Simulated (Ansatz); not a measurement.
**C with nitrogen replacing C: gradients before and after relaxing the atoms**

Start: a supercell of C (space group P6_3mc) built from a structure deposited in the COD (the entry's cell lengths or inner coordinates differ somewhat from later room-temperature determinations), with all atoms left at the host's positions.

```
N C
1.0
     7.41000    0.00000    0.00000
    -3.70500    6.41725    0.00000
     0.00000    0.00000    6.79000
N C
1 35
Cartesian
  0.0000 0.0000 0.0000
  -1.2350 2.1391 0.0000
  -2.4700 4.2782 0.0000
  2.4700 0.0000 0.0000
  1.2350 2.1391 0.0000
  0.0000 4.2782 0.0000
  4.9400 0.0000 0.0000
  3.7050 2.1391 0.0000
  2.4700 4.2782 0.0000
  0.0000 0.0000 3.3950
  -1.2350 2.1391 3.3950
  -2.4700 4.2782 3.3950
  2.4700 0.0000 3.3950
  1.2350 2.1391 3.3950
  0.0000 4.2782 3.3950
  4.9400 0.0000 3.3950
  3.7050 2.1391 3.3950
  2.4700 4.2782 3.3950
  0.0000 1.4261 0.0340
  -1.2350 3.5651 0.0340
  -2.4700 5.7042 0.0340
  2.4700 1.4261 0.0340
  1.2350 3.5651 0.0340
  0.0000 5.7042 0.0340
  4.9400 1.4261 0.0340
  3.7050 3.5651 0.0340
  2.4700 5.7042 0.0340
  1.2350 0.7130 3.4289
  0.0000 2.8521 3.4289
  -1.2350 4.9912 3.4289
  3.7050 0.7130 3.4289
  2.4700 2.8521 3.4289
  1.2350 4.9912 3.4289
  6.1750 0.7130 3.4289
  4.9400 2.8521 3.4289
  3.7050 4.9912 3.4289
```

Atom numbers follow the list; atoms alike are taken as one site, whose name carries the number of the first.

All values are calculated (Ansatz; DFT, PBE, plane waves and PAW, scalar-relativistic, collinear spin, 420 eV cutoff, Γ-centred 3×3×3 k-points, Fermi–Dirac smearing 0.01 eV), not measured. Start moments as typed (μB): 1 on each N, none on the rest.

The largest force at the start is 0.72 eV/Å. Relaxing the ions at fixed cell moves them by 0.020 Å at most (atom 27, C) and 0.018 Å rms.

| site | atom | moved (Å) | first shell before | first shell after | V_zz before (10²¹ V/m²) | η before |
| --- | --- | --- | --- | --- | --- | --- |
| N | 1 | 0.016 | 3 C at 1.43 Å | 3 C at 1.42 Å | -5.47 | 0.00 |
| C2 | 2 | 0.018 | 3 C at 1.43 Å | 3 C at 1.42–1.44 Å | 1.84 | 0.36 |
| C6 | 6 | 0.016 | 3 C at 1.43 Å | 3 C at 1.42 Å | 2.37 | 0.00 |
| C8 | 8 | 0.016 | 3 C at 1.43 Å | 3 C at 1.42 Å | 2.12 | 0.00 |
| C10 | 10 | 0.018 | 3 C at 1.43 Å | 3 C at 1.43 Å | 2.15 | 0.00 |
| C15 | 15 | 0.018 | 3 C at 1.43 Å | 3 C at 1.43 Å | 2.20 | 0.00 |
| C17 | 17 | 0.018 | 3 C at 1.43 Å | 3 C at 1.43 Å | 2.21 | 0.00 |
| C19 | 19 | 0.020 | 2 C at 1.43 Å, 1 N at 1.43 Å | 1 N at 1.42 Å, 2 C at 1.43 Å | -2.51 | 0.60 |
| C20 | 20 | 0.018 | 3 C at 1.43 Å | 3 C at 1.42–1.44 Å | 1.84 | 0.16 |
| C22 | 22 | 0.018 | 3 C at 1.43 Å | 3 C at 1.42 Å | 2.08 | 0.05 |

Question: What are V_zz and η after the relaxation?

Answer: 

```json
{"site": "N", "atom": "1", "V_zz after": "-5.32", "η after": "0.00", "change of V_zz": "+0.15"}
{"site": "C2", "atom": "2", "V_zz after": "1.82", "η after": "0.36", "change of V_zz": "-0.02"}
{"site": "C6", "atom": "6", "V_zz after": "2.39", "η after": "0.00", "change of V_zz": "+0.02"}
{"site": "C8", "atom": "8", "V_zz after": "2.07", "η after": "0.00", "change of V_zz": "-0.05"}
{"site": "C10", "atom": "10", "V_zz after": "2.13", "η after": "0.00", "change of V_zz": "-0.02"}
{"site": "C15", "atom": "15", "V_zz after": "2.18", "η after": "0.00", "change of V_zz": "-0.02"}
{"site": "C17", "atom": "17", "V_zz after": "2.18", "η after": "0.00", "change of V_zz": "-0.03"}
{"site": "C19", "atom": "19", "V_zz after": "-2.46", "η after": "0.59", "change of V_zz": "+0.05"}
{"site": "C20", "atom": "20", "V_zz after": "1.80", "η after": "0.24", "change of V_zz": "-0.04"}
{"site": "C22", "atom": "22", "V_zz after": "2.10", "η after": "0.03", "change of V_zz": "+0.02"}
```

The largest change of V_zz is on N, from -5.47 to -5.32. In per cent, |V_zz| changes by -3 on N, -3 to +1 on C (all sites that start above 2). The table leaves out 4 of the 14 sites, with |V_zz| up to 2.26; their tensors move by 0.02 at most along any direction. The statements above cover all sites.

The defect repeats with the cell of 36 atoms, so it feels its images: sites between two images don't show the values beside a lone defect, and zeros or small values of η there can come from the images' arrangement. C carries a gradient in the pure host already, so the values there aren't the defect's effect alone. The defect cell has no gap above 0.1 eV on its mesh, so the values can hang on the smearing and the k-mesh. The run lost most of its start moments on N; a state with other moments may lie lower.
Before: The neighbours have not yet relaxed around the defect (largest force 0.72 eV/Å), so a real crystal will differ.
After: The relaxation keeps the site symmetry 3m of the start, so the impurity can move only along its axis; a distortion that would localise the partly filled state isn't explored.
